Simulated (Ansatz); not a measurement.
## Strain response of SnO

Theory: DFT PBE+D3(BJ), scalar-relativistic, plane waves, PAW in Ansatz. Settings: 420 eV cutoff, 10×10×4 k-mesh, Gaussian smearing of 0.10 eV, no spin polarisation.

Starting point, cell and atoms relaxed:

```xyz
8
Lattice="2.7125 -2.7125 0.0000 2.7125 2.7125 0.0000 0.0000 0.0000 9.5179" Properties=species:S:1:pos:R:3 pbc="T T T"
Sn    0.0000    0.0006    0.0022
Sn    0.0000   -0.0006    4.7611
Sn    2.7125   -0.0007    2.4439
Sn    2.7125    0.0007    7.2028
O     4.0687   -1.3572    3.6025
O     1.3563    1.3572    8.3614
O     1.3563   -1.3572    3.6025
O     4.0687    1.3572    8.3614
```

Deformation: all cell vectors scaled alike, the atoms relaxed, all within the symmetry that the strain leaves. Energies are extrapolated to zero smearing. Stress is positive in compression, on the Cartesian axes of the cell above. Gaps are Kohn–Sham gaps over the whole zone.

```tsv
strain (%)	ΔE (meV/atom)	a (Å)	b (Å)	c (Å)	σxx (GPa)	σyy (GPa)	σzz (GPa)	gap (eV)
-2.0	10.6	3.759	3.759	9.328	4.15	4.15	1.61	metal
-1.0	2.7	3.798	3.798	9.423	2.02	2.02	0.74	metal
+0.0	0.0	3.836	3.836	9.518	0.05	0.05	0.02	metal
+1.0	2.2	3.874	3.874	9.613	-1.74	-1.74	-0.60	0.22
+2.0	8.9	3.913	3.913	9.708	-3.32	-3.32	-1.06	0.45
```

Closed-shell ions balance this formula, and semilocal functionals make gaps too small, so «metal» can mean here that the functional has closed a real gap.